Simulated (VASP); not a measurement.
# Be (P1) in VASP: further runs

Runs on Be. Level: PBEsol. Tasks: single point.

Program: VASP 6.6.1. These are calculated values, not measurements. Logs are shortened: lines on timing, memory, paths and dates and some standing lists are left out, and cuts for length are marked.

## 1. The crystal as given

The typed cell holds 36 atoms: a = 7.181 Å, b = 7.181 Å, c = 7.484 Å, α = 90.00°, β = 90.00°, γ = 120.00°.

## 2. Single point, PBEsol

The input, INCAR:

```
SYSTEM = Be
PREC     = Accurate       ! precision mode
ENCUT    = 520            ! plane-wave cutoff, eV
EDIFF    = 1E-6           ! SCF threshold, eV
ISMEAR   = -1             ! smearing method
SIGMA    = 0.3            ! smearing width, eV
LREAL    = Auto         
LASPH    = .TRUE.         ! aspherical terms in the spheres
NELM     = 100            ! most SCF steps
ALGO     = Fast           ! electronic algorithm
ISIF     = 2              ! what is computed and relaxed
LWAVE    = .FALSE.        ! write WAVECAR
LCHARG   = .FALSE.        ! write CHGCAR
GGA      = PS             ! functional
NBANDS   = 60             ! bands
```

The input, KPOINTS:

```
regular mesh
0
G
  2 2 2
  0 0 0
```

The input, POSCAR:

```
Be
1.0
    7.1812630000      0.0000000000      0.0000000000
   -3.5906320000      6.2191560000      0.0000000000
    0.0000000000      0.0000000000      7.4842370000
Be
36
Direct
    0.1125598846      0.2341153687      0.1032703801
    0.2471245382      0.1740268294      0.3815886643
    0.0601767356      0.2079703420      0.6340526095
    0.2309036322      0.0878897394      0.8604617946
    0.0899329161      0.5706883699      0.1298462355
    0.2781610173      0.4954691601      0.3685612842
    0.1604818837      0.5532905108      0.6168030221
    0.2626689373      0.4032701543      0.8238648776
    0.1079551901      0.9208001857      0.1557941043
    0.1442889022      0.7553758098      0.3781948648
    0.1347957692      0.8496008140      0.6334647072
    0.1720557091      0.7107877661      0.8852605817
    0.5023250564      0.3203971729      0.0826002704
    0.5072115898      0.1304839435      0.3965267268
    0.4312806069      0.2869521202      0.5894522047
    0.5236270416      0.0128956405      0.8659934206
    0.4238331950      0.5919452736      0.1461872466
    0.5804154876      0.4996658711      0.4123600041
    0.4479278786      0.5830694712      0.6342263079
    0.5602944544      0.4641305026      0.8681846927
    0.4391910475      0.8887701161      0.1803523860
    0.5904139211      0.8084698310      0.3721287821
    0.4406128231      0.8448252464      0.5657490536
    0.5346280810      0.7255003734      0.8865432776
    0.8428204214      0.2835754562      0.1150952328
    0.9005736668      0.1543617816      0.3350909385
    0.7649686230      0.1919553071      0.6368050611
    0.8794423658      0.1169451289      0.8824279616
    0.7851724641      0.5496887359      0.1274545421
    0.8177939328      0.4012923940      0.3734382008
    0.7756789628      0.5169994128      0.5995400734
    0.8975395669      0.4828307893      0.8298374303
    0.7135632896      0.8890595444      0.1196113912
    0.8735709025      0.7816012334      0.3728369372
    0.8203828449      0.8801194246      0.6591987934
    0.9260878766      0.7872933240      0.9112084505
```

Potentials or basis: VASP PAW PBE potentials, release 64 (Be).

Started as:

```
$ cat potpaw_PBE.64/Be/POTCAR > POTCAR
$ mpirun -np 1 vasp_std > vasp.out
```

OUTCAR:

```text
SYSTEM = Be
   PREC = Accurate
   ENCUT = 520
   EDIFF = 1E-6
   ISMEAR = -1
   LREAL = Auto
   LASPH = .TRUE.
   NELM = 100
   ISIF = 2
   GGA = PS

 ion  position               nearest neighbor table
   1  0.113  0.234  0.103-  25 2.14  26 2.19  28 2.20   9 2.27   8 2.39
   2  0.247  0.174  0.382-  15 1.94  14 2.05   6 2.21   9 2.31  18 2.38
   3  0.060  0.208  0.634-   8 2.01  27 2.06  35 2.12  28 2.17   7 2.21
   4  0.231  0.088  0.860-   8 2.18  36 2.21  11 2.26
   5  0.090  0.571  0.130-  25 1.94  12 2.03  29 2.12  10 2.20  17 2.33
   6  0.278  0.495  0.369-  17 1.90   7 2.17  18 2.18   2 2.21  22 2.25  19 2.25
   7  0.160  0.553  0.617-  19 1.97  23 2.09   6 2.17   8 2.21   3 2.21  11 2.23  12 2.29  32 2.33
                            10 2.34
   8  0.263  0.403  0.824-  19 1.93  20 1.98   3 2.01   4 2.18  24 2.21   7 2.21   1 2.39
   9  0.108  0.921  0.156-  10 2.14  36 2.17  34 2.19   1 2.27   2 2.31
  10  0.144  0.755  0.378-  11 2.04  34 2.05   9 2.14   5 2.20   7 2.34  23 2.35  21 2.36
  11  0.135  0.850  0.633-  10 2.04  12 2.21   7 2.23   4 2.26  23 2.27  35 2.38
  12  0.172  0.711  0.885-  32 1.87   5 2.03  36 2.10  11 2.21   7 2.29  16 2.37
  13  0.502  0.320  0.083-  20 1.84  29 1.90  17 2.33
  14  0.507  0.130  0.397-   2 2.05  15 2.06  30 2.11  21 2.24  23 2.25
  15  0.431  0.287  0.589-  18 1.90   2 1.94  14 2.06  19 2.10  31 2.18  20 2.38
  16  0.524  0.013  0.866-  24 2.11  28 2.28  27 2.32  12 2.37
  17  0.424  0.592  0.146-   6 1.90  21 2.09  33 2.12  24 2.14  22 2.20   5 2.33  13 2.33
  18  0.580  0.500  0.412-  15 1.90  31 1.94  34 2.09  19 2.14  30 2.17   6 2.18  22 2.20   2 2.38

  19  0.448  0.583  0.634-   8 1.93   7 1.97  23 1.97  24 2.09  15 2.10  18 2.14   6 2.25  20 2.27

  20  0.560  0.464  0.868-  13 1.84  24 1.98   8 1.98  19 2.27  32 2.37  15 2.38
  21  0.439  0.889  0.180-  33 2.02  22 2.05  17 2.09  14 2.24  10 2.36
  22  0.590  0.808  0.372-  23 1.90  33 2.04  21 2.05  34 2.14  17 2.20  18 2.20   6 2.25  26 2.38

  23  0.441  0.845  0.566-  22 1.90  19 1.97   7 2.09  14 2.25  11 2.27  10 2.35
  24  0.535  0.726  0.887-  20 1.98  19 2.09  16 2.11  33 2.14  17 2.14   8 2.21
  25  0.843  0.284  0.115-   5 1.94  26 2.03   1 2.14  29 2.15  30 2.15  28 2.20
  26  0.901  0.154  0.335-  25 2.03  30 2.15   1 2.19  33 2.34  22 2.38
  27  0.765  0.192  0.637-   3 2.06  28 2.19  31 2.31  32 2.32  16 2.32
  28  0.879  0.117  0.882-   3 2.17  27 2.19   1 2.20  25 2.20  35 2.27  16 2.28  33 2.30
  29  0.785  0.550  0.127-  13 1.90   5 2.12  25 2.15  36 2.20  30 2.20  34 2.34
  30  0.818  0.401  0.373-  31 1.97  14 2.11  26 2.15  25 2.15  18 2.17  29 2.20
  31  0.776  0.517  0.600-  18 1.94  30 1.97  32 2.00  15 2.18  27 2.31  34 2.38
  32  0.898  0.483  0.830-  12 1.87  31 2.00  36 2.18  27 2.32   7 2.33  20 2.37
  33  0.714  0.889  0.120-  21 2.02  22 2.04  17 2.12  24 2.14  28 2.30  26 2.34
  34  0.874  0.782  0.373-  10 2.05  18 2.09  22 2.14   9 2.19  29 2.34  35 2.35  31 2.38
  35  0.820  0.880  0.659-   3 2.12  36 2.25  28 2.27  34 2.35  11 2.38
  36  0.926  0.787  0.911-  12 2.10   9 2.17  32 2.18  29 2.20   4 2.21  35 2.25

  LATTYP: Found a hexagonal cell.
 ALAT       =     7.1812630000
 C/A-ratio  =     1.0421895146

  Lattice vectors:

 A1 = (   7.1812630000,   0.0000000000,   0.0000000000)
 A2 = (  -3.5906320000,   6.2191560000,   0.0000000000)
 A3 = (   0.0000000000,   0.0000000000,   7.4842370000)

Analysis of symmetry for initial positions (statically):
=====================================================================
 Subroutine PRICEL returns:
 Original cell was already a primitive cell.

 Routine SETGRP: Setting up the symmetry group for a
 hexagonal supercell.

 Subroutine GETGRP returns: Found  1 space group operations
 (whereof  1 operations were pure point group operations)
 out of a pool of 24 trial point group operations.

The static configuration has the point symmetry C_1 .

Analysis of symmetry for dynamics (positions and initial velocities):
=====================================================================
 Subroutine PRICEL returns:
 Original cell was already a primitive cell.

 Routine SETGRP: Setting up the symmetry group for a
 hexagonal supercell.

 Subroutine GETGRP returns: Found  1 space group operations
 (whereof  1 operations were pure point group operations)
 out of a pool of 24 trial point group operations.

The dynamic configuration has the point symmetry C_1 .

 Subroutine INISYM returns: Found  1 space group operations
 (whereof  1 operations are pure point group operations),
 and found     1 'primitive' translations

----------------------------------------------------------------------------------------

[... 90 lines left out ...]

 KPOINTS: regular mesh

Automatic generation of k-mesh.
 Grid dimensions read from file:
 generate k-points for:    2    2    2

 Generating k-lattice:

  Cartesian coordinates                     Fractional coordinates (reciprocal lattice)
     0.069625635  0.040198386  0.000000000     0.500000000  0.000000000  0.000000000
     0.000000000  0.080396761  0.000000000     0.000000000  0.500000000  0.000000000
     0.000000000  0.000000000  0.066807077     0.000000000  0.000000000  0.500000000

  Length of vectors
     0.080396762  0.080396761  0.066807077

  Shift w.r.t. Gamma in fractional coordinates (k-lattice)
     0.000000000  0.000000000  0.000000000

 Subroutine IBZKPT returns following result:
 ===========================================

 Found      8 irreducible k-points:

 Following reciprocal coordinates:
            Coordinates               Weight
  0.000000  0.000000  0.000000      1.000000
  0.500000  0.000000  0.000000      1.000000
  0.000000  0.500000  0.000000      1.000000
  0.500000  0.500000  0.000000      1.000000
  0.000000  0.000000  0.500000      1.000000
  0.500000  0.000000  0.500000      1.000000
  0.000000  0.500000  0.500000      1.000000
  0.500000  0.500000  0.500000      1.000000
   k-points           NKPTS =      8   k-points in BZ     NKDIM =      8   number of bands    NBANDS=     60
   number of dos      NEDOS =    301   number of ions     NIONS =     36
   total plane-waves  NPLWV = 163296
   dimension x,y,z NGX =    54 NGY =   54 NGZ =   56
   dimension x,y,z NGXF=   108 NGYF=  108 NGZF=  112
   ions per type =              36
   NGX,Y,Z   is equivalent  to a cutoff of  12.50, 12.50, 12.44 a.u.
   NGXF,Y,Z  is equivalent  to a cutoff of  25.00, 25.00, 24.88 a.u.
 SYSTEM =  Be
   PREC   = accura    normal or accurate (medium, high low for compatibility)
   ISTART =      0    job   : 0-new  1-cont  2-samecut
   ICHARG =      2    charge: 1-file 2-atom 10-const
   ISPIN  =      1    spin polarized calculation?
   LNONCOLLINEAR =      F non collinear calculations
   LSORBIT =      F    spin-orbit coupling
   LASPH  =      T    aspherical Exc in radial PAW
   ENCUT  =  520.0 eV  38.22 Ry    6.18 a.u.  13.35 13.35 13.92*2*pi/ulx,y,z
   NELM   =    100;   NELMIN=  2; NELMDL= -5     # of ELM steps
   EDIFF  = 0.1E-05   stopping-criterion for ELM
   LREAL  =      T    real-space projection
   EDIFFG = 0.1E-04   stopping-criterion for IOM
   NSW    =      0    number of steps for IOM
[... 5 lines left out ...]
   TEBEG  =    0.0;   TEEND  =   0.0 temperature during run
   PSTRESS=    0.0 pullay stress
   NELECT =      72.0000    total number of electrons
   NUPDOWN=      -1.0000    fix difference up-down
   EMIN   =  10.00;   EMAX   =-10.00  energy-range for DOS
   EFERMI =   0.00;   METHOD = LEGACY
   ISMEAR =    -1;   SIGMA  =   0.30  broadening in eV -4-tet -1-fermi 0-gaus
   EFERMI_NEDOS =   21; number of points for ismear=-14 and -15
   IALGO  =     68    algorithm
   IMIX   =      4    mixing-type and parameters
     AMIX     =   0.40;   BMIX     =  1.00
     AMIX_MAG =   1.60;   BMIX_MAG =  1.00
  volume/ion in A,a.u.               =       9.28        62.66
  Fermi-wavevector in a.u.,A,eV,Ry     =   0.981354  1.854490 13.103170  0.963056
  Thomas-Fermi vector in A             =   2.112354
   LORBIT       =      0    0 simple, 1 ext, 2 COOP (PROOUT), +10 PAW based schemes
   GGA     = PS    functional components
   LHFCALC =     F    Hartree Fock is set to
   AEXX    =    0.0000 exact exchange contribution
   IVDW    =     0    specifies the selected vdW correction
   LEPSILON=     F    determine dielectric tensor
   LRPA    =     F    only Hartree local field effects (RPA)
 non-spin polarized calculation
 RMM-DIIS sequential band-by-band and
  energy-cutoff  :      520.00
  volume of cell :      334.26
 maximum number of plane-waves:      9040
 NGX is ok and might be reduce to    54
   NGX = 27   NGY = 27   NGZ = 27

 number of electron      72.0000000 magnetization

 Free energy of the ion-electron system (eV)
  ---------------------------------------------------
  ext. energy  EPLUGINS =         0.00000000
  ---------------------------------------------------
  free energy    TOTEN  =      -128.99266488 eV

  energy without entropy =     -126.90793787  energy(sigma->0) =     -127.95030137

 E-fermi :   5.3955     XC(G=0): -10.0396

 val. band max:        5.2660250325   @ k =   0.0000   0.0000   0.0000
 cond. band min:       5.4575257252   @ k =   0.0000   0.0000   0.5000
 fundamental gap:      0.1915006927
 Fermi energy:         5.3955483982

 k-point     1 :       0.0000    0.0000    0.0000
  band No.  band energies     occupation
      1      -4.8043      2.00000
      2      -2.8636      2.00000
      3      -2.8360      2.00000
      4      -2.2836      2.00000
      5      -2.0881      2.00000
      6      -1.8967      2.00000
[... 397 lines left out ...]
     47       8.0132      0.00032
     48       8.1982      0.00018
 [bands above 48 left out]

------------------------ aborting loop because EDIFF is reached ----------------------------------------

  FORCE on cell =-STRESS in cart. coord.  units (eV):
  Direction    XX          YY          ZZ          XY          YZ          ZX
  --------------------------------------------------------------------------------------
  -------------------------------------------------------------------------------------
  Total       -6.5785456     -5.3433814    -10.5594309      1.3639432     -1.9433349     -3.9052869
  in kB      -31.5326634    -25.6122033    -50.6140721      6.5377310     -9.3149047    -18.7190458
  external PRESSURE =     -35.9196463 kB  Pullay stress =       0.0000000 kB

 VOLUME and BASIS-vectors are now :
 -----------------------------------------------------------------------------
  energy-cutoff  :      520.00
  volume of cell :      334.26
      direct lattice vectors                 reciprocal lattice vectors
     7.181263000  0.000000000  0.000000000     0.139251271  0.080396772  0.000000000
    -3.590632000  6.219156000  0.000000000     0.000000000  0.160793522  0.000000000
     0.000000000  0.000000000  7.484237000     0.000000000  0.000000000  0.133614155

 POSITION                                       TOTAL-FORCE (eV/Angst)
 -----------------------------------------------------------------------------------
     -0.03230      1.45600      0.77290         0.704565      0.255275      0.334061
      1.14980      1.08230      2.85590        -1.391674     -1.122728     -1.468010
     -0.31460      1.29340      4.74540         1.420186      0.094995     -1.227017
      1.34260      0.54660      6.43990        -0.229628      0.349912      0.446650
     -1.40330      3.54920      0.97180         0.939799      0.577031      0.953512
      0.21850      3.08140      2.75840        -1.260207     -0.446168      1.261325
[... 28 lines left out ...]
      2.73120      5.47360      4.93360        -1.106570     -0.315357     -0.602523
      3.82360      4.89630      6.81970        -1.104130      0.155493     -0.744645
 -----------------------------------------------------------------------------------
    total drift:                               -0.001212     -0.000766      0.000014

  FREE ENERGIE OF THE ION-ELECTRON SYSTEM (eV)
  ---------------------------------------------------
  free  energy   TOTEN  =      -128.9926648754 eV

  energy  without entropy=     -126.9079378715  energy(sigma->0) =     -127.95030137
```

It took 4.4 min on 1 thread of Intel Xeon Platinum 8559C (Emerald Rapids), shared host; peak memory 0.42 GiB.

What came out:

| Quantity | Value |
| --- | --- |
| Free energy | -128.9927 eV |
| Pressure | -3.6 GPa |
| Largest force | 4.527 eV/Å |
| Band gap on the k mesh | none (metal or under the smearing width) |

Forces on the atoms (eV/Å):
```
Be   0.705  0.255  0.334
Be  -1.392 -1.123 -1.468
Be   1.420  0.095 -1.227
Be  -0.230  0.350  0.447
Be   0.940  0.577  0.954
Be  -1.260 -0.446  1.261
Be  -2.479 -0.245  0.336
Be  -1.158 -0.148  1.944
Be   0.633  0.010 -0.406
Be   1.439 -0.090 -0.052
Be  -0.839  0.438  0.632
Be   2.114  2.949 -0.252
Be  -1.141 -3.762  2.245
Be   1.210 -0.845 -0.303
Be  -0.153 -1.101  2.765
Be  -0.463  1.321  0.147
Be   1.072 -0.554 -1.377
Be  -0.727 -0.282 -2.823
Be   2.219 -0.029 -0.901
Be   1.692  0.723 -1.940
Be  -1.614 -0.345 -0.895
Be   1.002 -0.332 -0.030
Be  -1.737  1.222  1.660
Be  -0.533  1.245 -0.353
Be  -1.737 -1.887 -0.768
Be   0.663 -1.022  1.520
Be  -0.665  0.112 -0.827
Be   0.359 -0.261 -0.454
Be   0.273  1.683 -0.039
Be   1.160  0.910 -1.072
Be  -0.223  1.362  1.041
Be  -0.352 -2.114  1.143
Be   1.923  1.004 -0.317
Be   0.091  0.489  0.426
Be  -1.107 -0.315 -0.603
Be  -1.104  0.155 -0.745
```

Caveat: the k mesh is coarse (spacing up to 0.51 Å⁻¹), so the values aren't converged; the PAW data sets were made with another functional, which shifts forces and pressure a little.

(Continued in part 2 of 3.)
